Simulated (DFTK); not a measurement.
# Au (Fm-3m) in DFTK: equation of state

Aim: energy against volume of Au in PBEsol, for its equilibrium volume and stiffness.

Program: DFTK 0.8.2. These are calculated values, not measurements. Logs are shortened: lines on timing, memory, paths and dates and some standing lists are left out, and cuts for length are marked.

**Experimental background.**

From “Exploring toroidal anvil profiles for larger sample volumes above 4 Mbar”, 2024, pmc:11102561, for a bulk crystal of Au: bulk modulus 167 GPa.

How close the calculation comes is told below.

## (1) The crystal as given

The structure is cubic, space group Fm-3m (No. 225). Conventional cell: a = 4.070 Å, b = 4.070 Å, c = 4.070 Å, α = 90.00°, β = 90.00°, γ = 90.00°. Au (site symmetry m-3m) is surrounded by 12 Au at 2.88 Å.

## (2) Equation of state, PBEsol

run.jl reads:

```julia
using DFTK
using PseudoPotentialData
using Unitful, UnitfulAtomic
using LinearAlgebra, Printf
include("save.jl")
disable_threading()

# lattice vectors are the columns
lattice = austrip(1u"Å") * [           0.0          2.035          2.035;
                    2.035            0.0          2.035;
                    2.035          2.035            0.0]
symbols   = [:Au]
positions = [[0.0, 0.0, 0.0]]
pseudopotentials = PseudoFamily("dojo.nc.sr.pbesol.v0_4_1.standard.upf")
elements = Dict(s => ElementPsp(s, pseudopotentials) for s in unique(symbols))
atoms    = [elements[s] for s in symbols]

build_model(lattice, positions; symmetries=true) =
    model_DFT(lattice, atoms, positions;
              functionals=PBEsol(),
              temperature=austrip(0.05u"eV"),
              smearing=Smearing.FermiDirac(),
              symmetries)
Ecut  = 38.0  # hartree
kgrid = [11, 11, 11]
tol   = 1e-6
to_GPa = ustrip(uconvert(u"GPa", 1u"hartree/bohr^3"))

results["points"] = []
for scale in [0.94, 0.96, 0.98, 1.0, 1.02, 1.04, 1.06]
    println("\n=== scale = ", scale)
    model = build_model(cbrt(scale) * lattice, positions)
    basis = PlaneWaveBasis(model; Ecut, kgrid)
    t0 = time()
    scfres = self_consistent_field(basis;
                                   tol,
                                   nbandsalg=AdaptiveBands(model; n_bands_converge=14))
    seconds = time() - t0
    @printf "SCF: %d iterations, %.1f s\n" scfres.n_iter seconds
    forces = compute_forces_cart(scfres)
    stress = compute_stresses_cart(scfres)
    @printf "V = %.5f Å^3  F = %.8f Ha  max force = %.5f eV/Å  p = %.4f GPa\n" ustrip(auconvert(u"Å^3", model.unit_cell_volume)) scfres.energies.total ustrip(auconvert(u"eV/Å", maximum(norm, forces))) (-tr(stress) / 3 * to_GPa)
    push!(results["points"], save_scf!(scfres; forces, stress, d=Dict{String,Any}("seconds" => seconds, "n_matvec" => get(scfres, :n_matvec, 0))))
end

# third-order Birch-Murnaghan fit in x = V^(-2/3)
V = [0.94, 0.96, 0.98, 1.0, 1.02, 1.04, 1.06] * abs(det(lattice))
E = [p["total"] for p in results["points"]]
x = V .^ (-2 / 3)
c = [x .^ 0 x x .^ 2 x .^ 3] \ E
Δ = c[3]^2 - 3c[2] * c[4]
if Δ > 0
    x0 = (-c[3] + sqrt(Δ)) / 3c[4]
    B0 = 4 / 9 * x0^(7 / 2) * (2c[3] + 6c[4] * x0)
    @printf "V0 = %.4f Å^3  B0 = %.2f GPa\n" ustrip(auconvert(u"Å^3", x0^(-3 / 2))) B0 * to_GPa
end
```

Potentials or basis: dojo.nc.sr.pbesol.v0_4_1.standard.upf (PBEsol).

On the command line:

```bash
julia --threads=1 run.jl  # save.jl only writes the numbers to a file and isn't shown; printed stress counts tension as positive; times include loading and compiling
```

What it wrote:

```text
=== scale = 0.94
n     Energy            log10(ΔE)   log10(Δρ)   Diag   Δtime
---   ---------------   ---------   ---------   ----   ------
  1   -147.4039867505                   -0.90    4.4    2.74s
  2   -147.4195948730       -1.81       -1.51    1.0    1.89s
  3   -147.4208027392       -2.92       -2.28    2.1    1.23s
  4   -147.4208220739       -4.71       -2.80    2.0    1.87s
  5   -147.4208233162       -5.91       -3.74    2.1    1.99s
  6   -147.4208233560       -7.40       -4.11    2.9    1.34s
  7   -147.4208233608       -8.32       -4.83    1.6    1.91s
  8   -147.4208233610       -9.70       -5.65    2.5    1.92s
  9   -147.4208233610      -11.26       -6.11    2.5    1.57s
SCF: 9 iterations, 16.7 s
V = 15.84350 Å^3  F = -147.42082336 Ha  max force = 0.00000 eV/Å  p = 14.7514 GPa

=== scale = 0.96
n     Energy            log10(ΔE)   log10(Δρ)   Diag   Δtime
---   ---------------   ---------   ---------   ----   ------
  1   -147.4044137905                   -0.90    4.4    2.57s
[... 43 further cycles ...]
  9   -147.4222549338      -11.08       -6.25    3.0    3.17s
SCF: 9 iterations, 24.7 s
V = 17.52898 Å^3  F = -147.42225493 Ha  max force = 0.00000 eV/Å  p = -5.2011 GPa

=== scale = 1.06
n     Energy            log10(ΔE)   log10(Δρ)   Diag   Δtime
---   ---------------   ---------   ---------   ----   ------
  1   -147.4027053686                   -0.90    4.4    4.18s
  2   -147.4198998266       -1.76       -1.44    1.0    2.61s
  3   -147.4217316814       -2.74       -2.33    2.1    2.27s
  4   -147.4217493285       -4.75       -2.85    2.1    2.73s
  5   -147.4217502222       -6.05       -3.67    2.1    3.01s
  6   -147.4217502583       -7.44       -4.02    2.5    3.00s
  7   -147.4217502664       -8.09       -4.64    1.7    2.63s
  8   -147.4217502669       -9.27       -5.68    2.2    2.18s
  9   -147.4217502669      -11.09       -6.03    3.2    3.58s
SCF: 9 iterations, 27.1 s
V = 17.86607 Å^3  F = -147.42175027 Ha  max force = 0.00000 eV/Å  p = -7.8237 GPa
V0 = 16.9733 Å^3  B0 = 176.41 GPa
```

Wall time 5.1 min (1 thread of Intel Xeon 6975P-C (Granite Rapids), shared host); peak memory 1.7 GiB.

Results:

```yaml
Equilibrium_volume: 16.97 Å³/atom
Bulk_modulus: 176 GPa
Pressure_derivative_of_the_bulk_modulus: 5.7
```

Energy against volume, from the lowest point:
| volume (Å³/atom) | energy (meV/atom) |
| --- | --- |
| 15.843 | 47.82 |
| 16.181 | 22.22 |
| 16.518 | 6.69 |
| 16.855 | 0.00 |
| 17.192 | 1.05 |
| 17.529 | 8.86 |
| 17.866 | 22.59 |

Spin-orbit coupling is left out, which matters for the levels of Au.

## (3) Single point, PBEsol, 15.84 Å³/atom (volume scaled by 0.94)

run.jl is that of step 2.

Potentials or basis: dojo.nc.sr.pbesol.v0_4_1.standard.upf (PBEsol).

On the command line:

```bash
julia --threads=1 run.jl  # one pass of the loop, scale = 0.94; save.jl only writes the numbers to a file and isn't shown; printed stress counts tension as positive; times include loading and compiling
```

Run time: 17 s. Hardware: 1 thread of Intel Xeon 6975P-C (Granite Rapids), shared host.

It converged, with:

- Free energy: -4011.5250 eV
- Pressure: 14.8 GPa
- Band gap on the k mesh: none (metal or under the smearing width)

## (4) Single point, PBEsol, 16.18 Å³/atom (volume scaled by 0.96)

run.jl is that of step 3.

On the command line:

```bash
julia --threads=1 run.jl  # one pass of the loop, scale = 0.96; save.jl only writes the numbers to a file and isn't shown; printed stress counts tension as positive; times include loading and compiling
```

Wall time 15 s (1 thread of Intel Xeon 6975P-C (Granite Rapids), shared host).

The run converged. Its results:

- Free energy: -4011.5506 eV
- Pressure: 9.6 GPa
- Band gap on the k mesh: none (metal or under the smearing width)

## (5) Single point, PBEsol, 16.52 Å³/atom (volume scaled by 0.98)

run.jl is that of step 4.

On the command line:

```bash
julia --threads=1 run.jl  # one pass of the loop, scale = 0.98; save.jl only writes the numbers to a file and isn't shown; printed stress counts tension as positive; times include loading and compiling
```

It took 16 s on 1 thread of Intel Xeon 6975P-C (Granite Rapids), shared host.

The run converged. Its results:

```yaml
Free_energy: -4011.5661 eV
Pressure: 5.2 GPa
Band_gap_on_the_k_mesh: none (metal or under the smearing width)
```

## (6) Single point, PBEsol, 16.85 Å³/atom

run.jl is that of step 5.

Potentials or basis: dojo.nc.sr.pbesol.v0_4_1.standard.upf (PBEsol).

On the command line:

```bash
julia --threads=1 run.jl  # one pass of the loop, scale = 1.0; save.jl only writes the numbers to a file and isn't shown; printed stress counts tension as positive; times include loading and compiling
```

Run time: 25 s. Hardware: 1 thread of Intel Xeon 6975P-C (Granite Rapids), shared host.

It converged, with:

* Free energy: -4011.5728 eV
* Pressure: 1.2 GPa
* Band gap on the k mesh: none (metal or under the smearing width)

## (7) Single point, PBEsol, 17.19 Å³/atom (volume scaled by 1.02)

run.jl is that of step 6.

On the command line:

```bash
julia --threads=1 run.jl  # one pass of the loop, scale = 1.02; save.jl only writes the numbers to a file and isn't shown; printed stress counts tension as positive; times include loading and compiling
```

It took 26 s on 1 thread of Intel Xeon 6975P-C (Granite Rapids), shared host.

The run converged. Its results:

- Free energy: -4011.5717 eV
- Pressure: -2.2 GPa
- Band gap on the k mesh: none (metal or under the smearing width)

## (8) Single point, PBEsol, 17.53 Å³/atom (volume scaled by 1.04)

run.jl is that of step 7.

On the command line:

```bash
julia --threads=1 run.jl  # one pass of the loop, scale = 1.04; save.jl only writes the numbers to a file and isn't shown; printed stress counts tension as positive; times include loading and compiling
```

Wall time 25 s (1 thread of Intel Xeon 6975P-C (Granite Rapids), shared host).

It converged, with:

- Free energy: -4011.5639 eV
- Pressure: -5.2 GPa
- Band gap on the k mesh: none (metal or under the smearing width)

## (9) Single point, PBEsol, 17.87 Å³/atom (volume scaled by 1.06)

run.jl is that of step 8.

Potentials or basis: dojo.nc.sr.pbesol.v0_4_1.standard.upf (PBEsol).

On the command line:

```bash
julia --threads=1 run.jl  # one pass of the loop, scale = 1.06; save.jl only writes the numbers to a file and isn't shown; printed stress counts tension as positive; times include loading and compiling
```

Run time: 27 s. Hardware: 1 thread of Intel Xeon 6975P-C (Granite Rapids), shared host.

Results (log left out):

* Free energy: -4011.5502 eV
* Pressure: -7.8 GPa
* Band gap on the k mesh: none (metal or under the smearing width)

## (10) Against experiment

Step 2. Against the measured bulk modulus of Au, 167 GPa (quoted in “Exploring toroidal anvil profiles for larger sample volumes above 4 Mbar”, 2024, pmc:11102561), the calculated 176 GPa is off by +5.6 %. The fit is for a static lattice scaled at fixed shape and fixed fractional positions.
